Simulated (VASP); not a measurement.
**VASP inputs for BN (strained zincblende)**

INCAR

```
LREAL = .FALSE.
LCHARG = .FALSE.
SIGMA = 0.02
PREC = Accurate
ISIF = 2
NELM = 120
ENCUT = 520
LASPH = .TRUE.
NSW = 0
LWAVE = .FALSE.
ISMEAR = -1
NBANDS = 11
IBRION = -1
EDIFF = 1E-7
GGA = PE
```

KPOINTS

```
KPOINTS created by Atomic Simulation Environment
0
Gamma
12 12 12
0 0 0
```

KPOINTS_OPT

```
special points
7
Reciprocal
0.0000000000 0.0000000000 0.0000000000 1
-0.5000000000 -0.5000000000 0.0000000000 1
-0.3750000000 -0.3750000000 0.2500000000 1
-0.3750000000 0.0000000000 0.3750000000 1
0.0000000000 0.0000000000 0.5000000000 1
-0.5000000000 -0.2500000000 0.2500000000 1
0.0000000000 0.5000000000 0.5000000000 1
```

POSCAR

```
B  N
 1.0000000000000000
    -0.0554560606000000    1.8215624230000000    1.8215624230000000
     1.8215624230000000   -0.0554560606000000    1.8215624230000000
     1.8215624230000000    1.8215624230000000   -0.0554560606000000
 B   N
   1   1
Cartesian
  0.0003668791073425  0.0003668791073425  0.0003668791073425
  0.8965503172426574  0.8965503172426574  0.8965503172426574
```

VASP ran with the recommended PBE PAW datasets (8 valence electrons in the cell).

Task: Estimate the main results of this run.

Result: gap between bands v and c 4.29 eV; least direct gap 8.08 eV; pressure -18.9 GPa; largest force 0.07 eV/Å.

Band v is the last that the valence electrons fill when counted band by band, and c is the next. Levels in eV from the top of v:

| point | v−1 | v | c | c+1 |
| --- | --- | --- | --- | --- |
| Γ | -0.07 | 0.00 | 8.08 | 8.08 |
| X | -4.88 | -4.34 | 4.29 | 8.88 |
| K | -7.23 | -3.62 | 6.94 | 11.75 |
| L | -1.81 | -1.69 | 9.29 | 9.95 |
| W | -6.48 | -6.08 | 9.20 | 12.17 |
